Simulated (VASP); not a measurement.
Set up this calculation in VASP 6.6.1, as the native input.

- Task: single point
- Functional: LDA
- Potentials or basis: VASP PAW LDA potentials, release 64 (Sn_d, Se)
- Cutoff: 520 eV
- k mesh: 10 × 10 × 10
- Occupations: gaussian, width 0.05 eV
- Spin: no spin polarisation
- Dipole correction: no
- Further INCAR settings: ALGO = Fast; EDIFF = 1e-07; NBANDS = 17

The structure of SnSe lies in POSCAR:

```
SnSe
1.0
    0.0000000000      3.0100000000      3.0100000000
    3.0100000000      0.0000000000      3.0100000000
    3.0100000000      3.0100000000      0.0000000000
Sn Se
1 1
Direct
    0.0000000000      0.0000000000      0.0000000000
    0.5000000000      0.5000000000      0.5000000000
```

Measurements of this composition are mostly on another form, of space group No. 62.

These files were run (other wordings do the same):

INCAR

```
SYSTEM = SnSe
PREC = Accurate ; ENCUT = 520
EDIFF = 1E-7 ; ISMEAR = 0
SIGMA = 0.05 ; LREAL = .FALSE.
LASPH = .TRUE. ; NELM = 80
ALGO = Fast ; ISIF = 2
LWAVE = .FALSE. ; LCHARG = .FALSE.
GGA = CA ; NBANDS = 17
```

KPOINTS

```
Automatic mesh
0
G
  10 10 10
  0 0 0
```

Potentials or basis: VASP PAW LDA potentials, release 64 (Sn_d, Se).

The run is started by

```sh
$ cat potpaw_LDA.64/Sn_d/POTCAR potpaw_LDA.64/Se/POTCAR > POTCAR
$ mpirun -np 1 vasp_std > vasp.out
```

It gave:

* Pressure: -3.2 GPa
* Band gap on the k mesh: 0.52 eV, indirect (least direct gap 0.63 eV)

Caveat: spin-orbit coupling is left out, which moves the levels of the heavy elements.

It took 42 s on 1 thread of Intel(R) Xeon(R) Platinum 8259CL CPU @ 2.50GHz (Skylake/Cascade Lake) (shared host), peak memory 0.18 GiB.
